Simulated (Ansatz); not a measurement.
# TaN (P-6m2) in Ansatz: a series of runs

The runs below take TaN through phonons, elastic constants, with PBEsol.

Program: Ansatz 0.2.0. These are calculated values, not measurements. Logs are shortened: lines on timing, memory, paths and dates and some standing lists are left out, and cuts for length are marked.

## 1. The structure

The structure is hexagonal, space group P-6m2 (No. 187). The conventional cell has a = 2.938 Å, b = 2.938 Å, c = 2.883 Å, α = 90.00°, β = 90.00°, γ = 120.00°. Around Ta (site symmetry -6m2) lie 6 N at 2.23 Å. Around N (site symmetry -6m2) lie 6 Ta at 2.23 Å.

## 2. Phonons, PBEsol

The input, input.yaml:

```yaml
crystal:
  lattice:
    - [2.938, 0.0, 0.0]
    - [-1.469, 2.5443826363, 0.0]
    - [0.0, 0.0, 2.883]
  atoms:
    - { symbol: Ta, position: [0.0, 0.0, 0.5] }
    - { symbol: "N", position: [0.6666666667, 0.3333333333, 0.0] }
hamiltonian:
  xc: pbesol
  pseudopotentials: { kind: paw }
kpoints:
  mp_grid: { grid: [7, 7, 7] }
scf:
  occupations: { method: fermi_dirac, width: 0.05 }
phonons:
  method: dfpt
```

Potentials or basis: Ansatz PAW.

The run is started by

```
> ansatz run input.yaml --threads 2 --pin off --max-ram 5632MiB --backend cpu --events-out ev --progress --plain --runs-dir out
```

Output:

```text
Warning: RAYON_NUM_THREADS=2 ignored (pool sized by the plan → 2); use --threads N
zone centre: on kpoints.mp_grid the ground state, and the responses unless they are solved on pairs of k-points, stand on 64 of the mesh's 343 k-points, reduced under 4 symmetry operations, with k and −k counted as one. Each operation leaves every solved displacement unchanged or reverses it
Engine: ansatz 0.2.0, x86_64-unknown-linux-gnu
Pseudopotentials: kind: paw
Pseudopotential: Ta, paw, valence charge 13, recommended cutoff 420 eV (normal), Ta.paw.azcp
Pseudopotential: N, paw, valence charge 5, recommended cutoff 420 eV (normal), N.paw.azcp
Functional definition: PBEsol
  exchange = pbesol_x
  correlation = pbesol_c
Crystal: 2 atoms, lattice volume = 21.552 Å³
Basis set: ecut = 420 eV, 405 PW (Γ), exchange–correlation on 40×40×40 points (8 copies of the dense FFT grid, shifted against one another)
Bands: 13, of which v1, the nominal top of the filled ones, is band 9 counted from 1 (8 counted from 0)
Symmetry: 12 space group operations
k-points: 64 of 343 (irreducible under 4 space group operations, time reversal used)
Non-local potential: Ta, projectors of the file, l = 0: 3, l = 1: 2, l = 2: 2, l = 3: 1
Non-local potential: N, projectors of the file, l = 0: 2, l = 1: 2, l = 2: 1
PAW form: soft (Blöchl's): semilocal exchange-correlation on the pseudo side does not see the compensation charge
PAW frozen core: Ta, regenerated for the run's functional, and the local potential with it (the file was generated under x = pbe(κ = 0.804, μ = 0.2195149727645171), c = pbe(β = 0.06672455060314922))
PAW frozen core: N, regenerated for the run's functional, and the local potential with it (the file was generated under x = pbe(κ = 0.804, μ = 0.2195149727645171), c = pbe(β = 0.06672455060314922))
PAW one-centre angular grid: Ta, 590 points (default); XC on 64 Gauss nodes
PAW one-centre angular grid: N, 110 points (default); XC on 64 Gauss nodes
Initial density: superposition of atomic densities (neutral atoms: chi_scale 0, normalization atom), corrected by the library's trained network
Initial wavefunctions: pseudopotential atomic-orbital guess
Functional: x = pbesol(κ = 0.804, μ = 0.12345679012345678), c = pbesol(β = 0.046)
SCF iter   1: F=—  HF=-10187.648671 eV  |F-HF|=—  |Δ(HF+E_count)|=         —  Δρ=1.72e-2  dr2=6.15e-2  ethr=1.77e-3  ⟨swp⟩=6.0  Hψ=4260  notcnv=0
preconditioner: auto → none  [insulator: Δε(μ)=0.360 eV  Ē_g=10.967 eV  σ=0.050 eV  W_gap=0.94  n_scr=8 (ndim 8)  ℏωp=25.3 eV  f_vac=0.000  D(μ)=0.02/eV (n_scr^D=0)  ε∞_Penn≈6.3]
SCF iter   2: F=—  HF=-10187.637277 eV  |F-HF|=—  |Δ(HF+E_count)|=   1.14e-2  Δρ=5.74e-3  dr2=6.96e-3  ethr=3.42e-4  ⟨swp⟩=2.0  Hψ=1566  notcnv=0
SCF iter   3: F=—  HF=-10187.636066 eV  |F-HF|=—  |Δ(HF+E_count)|=   1.21e-3  Δρ=8.48e-4  dr2=7.28e-5  ethr=3.87e-5  ⟨swp⟩=2.3  Hψ=1105  notcnv=0
SCF iter   4: F=—  HF=-10187.636072 eV  |F-HF|=—  |Δ(HF+E_count)|=   6.02e-6  Δρ=1.37e-4  dr2=1.54e-6  ethr=4.04e-7  ⟨swp⟩=2.2  Hψ=1115  notcnv=0
SCF iter   5: F=—  HF=-10187.636070 eV  |F-HF|=—  |Δ(HF+E_count)|=   1.69e-6  Δρ=1.51e-5  dr2=1.39e-8  ethr=8.54e-9  ⟨swp⟩=2.6  Hψ=1285  notcnv=0
SCF iter   6: F=—  HF=-10187.636070 eV  |F-HF|=—  |Δ(HF+E_count)|=   1.15e-8  Δρ=1.31e-6  dr2=2.59e-10  ethr=7.72e-11  ⟨swp⟩=2.3  Hψ=1393  notcnv=0
SCF iter   7: F=-10187.636070 eV  HF=-10187.636070 eV  |F-HF|=5.46e-12  |Δ(HF+E_count)|=  6.91e-11  Δρ=2.36e-7  dr2=3.68e-12  ethr=1.00e-12  ⟨swp⟩=6.9  Hψ=3738  notcnv=0
the search or the solves at the SCF's close seem to have found levels that the self-consistency loop had missed (the run counts 2). By its estimate they hold under 1e-12 electrons; where the run keeps them, the occupations were computed again with them
SCF 1 converged in 7 iterations: F = -10187.636070 eV  dr2 = 3.68e-12
DFPT response loops at Γ: preconditioner auto → Kerker (q_TF=auto, 2.648 Å⁻¹) (partly filled bands, converged f_vac=0.000); β = 1.00, the filter's whole step (`scf.mixing.beta` (0.50) is not read by the response loops under this deck's `scf.mixing.preconditioner`; to damp them name `kerker` or `kerker_dos`, under which they read `scf.mixing.beta`, and type it under 1.00, their step now; both keys bind the ground state too); Broyden in place of MSR1
SCF converged after 7 iterations
Free energy (F): -10187.636070 eV
Harris-Foulkes:  -10187.636070 eV  (|F-HF|=5.46e-12)
Internal energy: -10187.635718 eV  (E = F + TS)
E sigma→0 (E₀):  -10187.635894 eV
Entropy (-TS):   -0.000353 eV (-0.176 meV/atom)
Fermi energy:    20.180601 eV
--- Per-component energies (eV) ---
  E_band       = -54.442592
  E_kinetic    = 498.871321
  E_local      = -604.755073  (includes V_loc(G=0)·N_el)
  E_nonlocal   = 62.482848
  E_hartree    = 202.775657
  E_xc         = -277.908612
  E_vxc        = -281.673763  (∫ρ·V_xc dr)
  E_paw        = -8395.320672  (= ΣΔE_a)
  E_vpaw       = -134.919439  (= ΣTr[D̂ρ^β])
  E_aug_tail   = 0.000191  (compensation charges beyond the density's cutoff)
  E_ewald      = -1674.023123
  E_core_change = 0.241745  (= ΣΔE_core)
  E_smearing   = -0.000353  (= −TS)
  E_closure    = -0.000000  (closes the sum)
  Σ components = -10187.636070   (vs F -10187.636070, Δ=0.00e0)
--- Band table (eV; the first three rows and the last of 64) ---
  k-point 0: bands = ["-48.3047", "-14.6591", "-14.3895", "-14.3895", "2.3595", "15.5075", "15.5075", "15.8573", "17.1540", "22.2745", "23.6659", "23.6659", "24.0649"]
  k-point 1: bands = ["-48.2951", "-14.8467", "-14.3742", "-14.3742", "2.7718", "14.5967", "15.6702", "15.6702", "18.2180", "22.0157", "22.0157", "22.9632", "24.9605"]
  k-point 2: bands = ["-48.2735", "-15.2477", "-14.3397", "-14.3397", "3.7977", "12.5604", "16.0379", "16.0379", "20.3056", "20.5757", "20.5757", "24.4928", "24.4928"]
  k-point 63: bands = ["-48.1908", "-15.3232", "-15.0800", "-14.5865", "4.4760", "12.8306", "13.3767", "15.5250", "18.7690", "23.7704", "24.2300", "25.4314", "26.7613"]
--- Phonons (Γ-DFPT): 4 representative perturbations + reference, on 64 of 343 k-points (Σ response iterations 12) ---
  k mesh reduced under 4 symmetry operations, with k and −k counted as one. Each operation leaves every solved displacement unchanged or reverses it
  ASR residual: 5.222e-5 → 0.000e0 eV/Å²; symmetrization residual: 9.711e-7 eV/Å²
  ASR residual per site (eV/Å²): 5.22e-5 4.41e-5
  Γ frequencies (cm⁻¹): 0.00 0.00 0.00 523.06 523.06 534.04
  non-analytic LO–TO correction: not included (Born effective charges unavailable; polar crystals: no LO–TO splitting at Γ)
```

It took 6.6 s on 2 threads of Intel Xeon at 2.70GHz, shared host; peak memory 0.39 GiB.

Results:

| Quantity | Value |
| --- | --- |
| Free energy | -10187.6361 eV |
| Band gap on the k mesh | none (metal or under the smearing width) |
| Highest phonon frequency at Γ | 534 cm⁻¹ |

Phonon frequencies in cm⁻¹ (negative: imaginary):
```csv
q point,frequencies
"(0.000, 0.000, 0.000)",0 0 0 523 523 534
```

Caveat: the PAW data sets come from PBE, with cores solved anew for the run's functional, which leaves a small shift of forces and pressure.

## 3. Elastic constants, PBEsol

Edit input.yaml of step 2 so:

```diff
@@ -15,3 +15,7 @@
   occupations: { method: fermi_dirac, width: 0.05 }
-phonons:
-  method: dfpt
+output:
+  forces: true
+  stress: true
+elastic:
+  mode: relaxed_ion
+  stencil: two_point
```

Potentials or basis: Ansatz PAW.

The run is started by

```
> ansatz run input.yaml --threads 2 --pin off --max-ram 5632MiB --backend cpu --events-out ev --progress --plain --runs-dir out
```

Output:

```text
Warning: RAYON_NUM_THREADS=2 ignored (pool sized by the plan → 2); use --threads N
Engine: ansatz 0.2.0, x86_64-unknown-linux-gnu
Pseudopotentials: kind: paw
Pseudopotential: Ta, paw, valence charge 13, recommended cutoff 420 eV (normal), Ta.paw.azcp
Pseudopotential: N, paw, valence charge 5, recommended cutoff 420 eV (normal), N.paw.azcp
Functional definition: PBEsol
  exchange = pbesol_x
  correlation = pbesol_c
Crystal: 2 atoms, lattice volume = 21.552 Å³
Basis set: ecut = 420 eV, 405 PW (Γ), exchange–correlation on 40×40×40 points (8 copies of the dense FFT grid, shifted against one another)
Bands: 13, of which v1, the nominal top of the filled ones, is band 9 counted from 1 (8 counted from 0)
Symmetry: 12 space group operations
Space group: P-6m2 (ITA 187), of the structure as read, at distance tolerance 2.8e-5 Å
k-points: 32 of 343 (time reversal used)
Non-local potential: Ta, projectors of the file, l = 0: 3, l = 1: 2, l = 2: 2, l = 3: 1
Non-local potential: N, projectors of the file, l = 0: 2, l = 1: 2, l = 2: 1
PAW form: soft (Blöchl's): semilocal exchange-correlation on the pseudo side does not see the compensation charge
PAW frozen core: Ta, regenerated for the run's functional, and the local potential with it (the file was generated under x = pbe(κ = 0.804, μ = 0.2195149727645171), c = pbe(β = 0.06672455060314922))
PAW frozen core: N, regenerated for the run's functional, and the local potential with it (the file was generated under x = pbe(κ = 0.804, μ = 0.2195149727645171), c = pbe(β = 0.06672455060314922))
PAW one-centre angular grid: Ta, 590 points (default); XC on 64 Gauss nodes
PAW one-centre angular grid: N, 110 points (default); XC on 64 Gauss nodes
Initial density: superposition of atomic densities (neutral atoms: chi_scale 0, normalization atom), corrected by the library's trained network
Initial wavefunctions: pseudopotential atomic-orbital guess
Functional: x = pbesol(κ = 0.804, μ = 0.12345679012345678), c = pbesol(β = 0.046)
SCF iter   1: F=—  HF=-10187.648932 eV  |F-HF|=—  |Δ(HF+E_count)|=         —  Δρ=1.72e-2  dr2=6.16e-2  ethr=1.77e-3  ⟨swp⟩=6.0  Hψ=2142  notcnv=0
preconditioner: auto → none  [insulator: Δε(μ)=0.360 eV  Ē_g=10.967 eV  σ=0.050 eV  W_gap=0.94  n_scr=8 (ndim 8)  ℏωp=25.3 eV  f_vac=0.000  D(μ)=0.02/eV (n_scr^D=0)  ε∞_Penn≈6.3]
[... 251 lines left out ...]
  E_smearing   = -0.000353  (= −TS)
  E_closure    = 0.000000  (closes the sum)
  Σ components = -10187.636070   (vs F -10187.636070, Δ=0.00e0)
--- Forces (eV/Å), atoms counted from 1 ---
  atom   1  Ta     0.00000000     0.00000000     0.00000000
  atom   2  N      0.00000000     0.00000000     0.00000000
  max |Σ_I F_I| component: 6.29e-16 eV/Å
--- Stress (GPa, compression-positive) ---
       -4.530970       0.000000       0.000000
        0.000000      -4.530970       0.000000
        0.000000       0.000000      -5.442115
  P = ⅓ Tr σ = -4.8347 GPa (-48.347 kbar)
--- Band table (eV; the first three rows and the last of 32) ---
  k-point 0: bands = ["-48.3047", "-14.6591", "-14.3895", "-14.3895", "2.3595", "15.5075", "15.5075", "15.8573", "17.1540", "22.2745", "23.6659", "23.6659", "24.0649"]
  k-point 1: bands = ["-48.2951", "-14.8467", "-14.3742", "-14.3742", "2.7718", "14.5967", "15.6702", "15.6702", "18.2180", "22.0157", "22.0157", "22.9632", "24.9605"]
  k-point 2: bands = ["-48.2735", "-15.2477", "-14.3397", "-14.3397", "3.7977", "12.5604", "16.0379", "16.0379", "20.3056", "20.5757", "20.5757", "24.4928", "24.4928"]
  k-point 31: bands = ["-48.1748", "-15.2664", "-15.0874", "-14.8306", "4.4475", "12.1263", "13.4521", "15.8971", "19.4605", "24.4341", "24.9752", "26.4351", "27.2664"]
--- Elastic constants: 3 strain directions × 2 members + reference (group order 12) ---
  dense FFT box of the reference and of every strained cell: 20×20×20
  strains applied: 11, 33, 23; error gains: componentwise 1.00 (the most a stress slope's error grows in a printed constant), spectral 1.41 (1 for all six strains in a standard setting)
  C = ∂σ_k/∂η_j (tension-positive GPa; Voigt order 11 22 33 23 13 12):
       670.987    173.209    143.804      0.000      0.000      0.000
       173.209    670.987    143.804      0.000      0.000      0.000
       143.154    143.154    818.922      0.000      0.000      0.000
         0.000      0.000      0.000    242.804      0.000      0.000
         0.000      0.000      0.000      0.000    242.804      0.000
         0.000      0.000      0.000      0.000      0.000    248.889
  reference stress σ⁰ (GPa):      4.531      4.531      5.442     -0.000     -0.000     -0.000
  C* (energy form; C + prestress term) asymmetry max|C*_kj − C*_jk| = 2.615e-1 GPa — a small one proves nothing (zero by symmetry where the batch's group is 432, −43m or m−3m); a large one is finite-difference/SCF noise where every solve meets its electron count
  moduli (Voigt/Reuss/Hill, GPa): K = 342.36/340.73/341.55   G = 260.28/257.30/258.79   E = 619.83   ν = 0.198
  mechanically stable: yes (min eigenvalue of sym C = 242.80 GPa)
  the stresses are not corrected for the forces that the relaxations left standing (`elastic.f_tol`)
  strain η (Voigt 11):  stress-route row diagonal C_11 = 670.99 GPa, energy-path curvature d²(F+E_count+ΔE)/dδ²/Ω₀ = 669.92 GPa
         δ    σ_11 (GPa)             F (eV)   n_scf  n_hpsi   n_pw
    -2.000e-3       3.1816      -10187.6371257      11   15844    429   relax 3 steps, max|allowed force component| 6.19e-8 eV/Å
     2.000e-3       5.8656      -10187.6346900      11   15864    433   relax 2 steps, max|allowed force component| 1.28e-5 eV/Å
  strain η (Voigt 33):  stress-route row diagonal C_33 = 818.92 GPa, energy-path curvature d²(F+E_count+ΔE)/dδ²/Ω₀ = 818.00 GPa
         δ    σ_33 (GPa)             F (eV)   n_scf  n_hpsi   n_pw
    -2.000e-3       3.7938      -10187.6373081       7    7244    429   relax 0 steps, max|allowed force component| 9.25e-17 eV/Å
     2.000e-3       7.0695      -10187.6344062       5    5713    433   relax 0 steps, max|allowed force component| 5.55e-17 eV/Å
  strain η (Voigt 23):  stress-route row diagonal C_44 = 242.80 GPa, energy-path curvature d²(F+E_count+ΔE)/dδ²/Ω₀ = 239.14 GPa
         δ    σ_23 (GPa)             F (eV)   n_scf  n_hpsi   n_pw
    -2.000e-3      -0.4856      -10187.6360102      11   24701    431   relax 2 steps, max|allowed force component| 2.65e-5 eV/Å
     2.000e-3       0.4856      -10187.6360102      11   24692    431   relax 2 steps, max|allowed force component| 2.65e-5 eV/Å
```

elastic.tsv:

```text
# convention: tension-positive GPa; Voigt order 11 22 33 23 13 12; engineering shear strains; stresses and constants hold the Pulay correction, whose part of sigma0, of c and of each member's stress the lines and columns named pulay_correction_..._gpa give (of c_energy it is that of c and, on the columns of strains 1 to 3, that of sigma0; of a layer's constants it is that of c in the plane, times a tenth of its plane spacing in ang); where a line pulay_correction_withheld stands none holds it
[... 15 lines left out ...]
6	0.0000000000e0	0.0000000000e0	0.0000000000e0	0.0000000000e0	0.0000000000e0	2.4888926218e2	0.0000000000e0	0.0000000000e0	0.0000000000e0	0.0000000000e0	0.0000000000e0	2.4888926218e2	0.0000000000e0	0.0000000000e0	0.0000000000e0	0.0000000000e0	0.0000000000e0	-4.6747076325e-1
```

It took 20 s on 2 threads of Intel Xeon at 2.70GHz, shared host; peak memory 0.36 GiB.

What came out:

* Free energy: -10187.6361 eV
* Pressure: -4.8 GPa
* Band gap on the k mesh: none (metal or under the smearing width)
* Voigt bulk modulus: 342 GPa

Levels at points of the mesh, in eV from the Fermi level:
```
           k point  band 7  band 8  band 9  band 10  band 11  band 12
(0.00, 0.00, 0.00)   -4.67   -4.32   -3.03     2.09     3.49     3.49
```

Elastic tensor in Voigt notation (GPa, in the Cartesian axes of the cell as first typed):
```
671 173 144   0   0   0
173 671 144   0   0   0
143 143 819   0   0   0
  0   0   0 243   0   0
  0   0   0   0 243   0
  0   0   0   0   0 249
```

Caveat: the cell is more than 3 GPa from zero pressure, which shifts response properties; elastic constants of metals need much finer meshes, so these are rough; the pressure holds a Pulay correction of +0.5 GPa for the finite cutoff; the PAW data sets come from PBE, with cores solved anew for the run's functional, which leaves a small shift of forces and pressure. The run has no spin-orbit coupling, so splittings on Ta are missing.
